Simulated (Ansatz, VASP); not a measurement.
CaO in VASP and in Ansatz

INCAR

```
SYSTEM = CaO
PREC = Accurate ; ENCUT = 520
EDIFF = 1E-6 ; ISMEAR = 0
SIGMA = 0.05 ; LREAL = .False.
LASPH = .True. ; NELM = 60
ALGO = Normal ; ISIF = 2
LWAVE = .False. ; LCHARG = .False.
GGA = PE ; NBANDS = 15
```

KPOINTS

```
Automatic mesh
0
Gamma
  8 8 8
  0 0 0
```

POSCAR

```
CaO
1.0
    0.0000000000      2.5469600000      2.5469600000
    2.5469600000      0.0000000000      2.5469600000
    2.5469600000      2.5469600000      0.0000000000
Ca O
1 1
Direct
    0.0000000000      0.0000000000      0.0000000000
    0.5000000000      0.5000000000      0.5000000000
```

Input for Ansatz:

```yaml
crystal:
  lattice:
    - [0.0, 2.54696, 2.54696]
    - [2.54696, 0.0, 2.54696]
    - [2.54696, 2.54696, 0.0]
  atoms:
    - { symbol: Ca, position: [0.0, 0.0, 0.0] }
    - { symbol: O, position: [0.5, 0.5, 0.5] }
basis:
  ecutwfc: 420
kpoints:
  mp_grid: { grid: [8, 8, 8] }
hamiltonian:
  xc: pbe
scf:
  occupations: { method: gaussian, width: 0.05 }
output:
  forces: true
  stress: true
  eigenvalues: true
  write_density: true
  write_potential: true
  elf: true
  volumetric_format: npy
```

Change from the starting cell: strain +0.040 along x and y, +0.040 along z, atoms carried along.

Alike in both runs: task single point; functional PBE; k mesh 8 × 8 × 8; occupations gaussian, width 0.05 eV; no spin polarisation.

|  | VASP | Ansatz |
| --- | --- | --- |
| version | VASP 6.6.1 | Ansatz 0.2.0 |
| potentials or method | VASP PAW PBE potentials, release 64 (Ca_sv, O) | scalar-relativistic, plane waves, PAW |
| plane-wave cutoff (eV) | 520 | 420 |
| valence electrons in the cell | 16 | 16 |

|  | VASP | Ansatz | Ansatz less VASP |
| --- | --- | --- | --- |
| gap on the k mesh at the Fermi level (eV) | 3.44 | 3.45 | +0.010 |
| least direct gap on the mesh (eV) | 3.44 | 3.45 | +0.010 |
| pressure (GPa) | -11.6 | -11.9 | -0.27 |

A k mesh can miss the band edges.
